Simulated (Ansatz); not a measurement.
A surface is cut from this relaxed crystal of Ge:

```
Ge
1.0
     4.05816    0.00000    0.00000
    -2.02908    3.51447    0.00000
     0.00000    0.00000    6.69253
Ge
4
Direct
  0.66667 0.33333 0.06279
  0.33333 0.66667 0.56279
  0.66667 0.33333 0.43721
  0.33333 0.66667 0.93721
```

Miller indices refer to the conventional cell of P6_3/mmc (No. 194), a = 4.058 Å, b = 4.058 Å, c = 6.693 Å, α = 90.00°, β = 90.00°, γ = 120.00°.

Consider the (101) slab of 14 planes, 10.8 Å thick with 15 Å of vacuum as cut; outer planes Ge (top) and Ge (bottom), all atoms relaxed.

Computed with DFT PBE, scalar-relativistic, plane waves, PAW in Ansatz 0.2.0. Settings: cutoff 420 eV, Γ-centred mesh 9×5×1 on the computed 14-atom cell, Gaussian smearing of 0.10 eV; no spin polarisation. A dipole correction removes the field between periodic images along c.

The work function read from the bulk's Fermi level differs by 0.32 eV, so the slab's middle doesn't match the bulk reference (too thin, or relaxed to another structure or magnetic state). The slab's middle planes relax by over 3 % too, so it holds no bulk-like region.

(1) Give the surface energy (mean of both faces).

(2) Give the work function.

(3) The top two planes lie 1.428 Å apart in the bulk. How does relaxation change this?

## Answers

(1) 0.96 J/m².

(2) 4.28 eV.

(3) The spacing becomes 1.158 Å (-18.9 %).

The reference crystal is a form of Ge, which isn't its usual structure.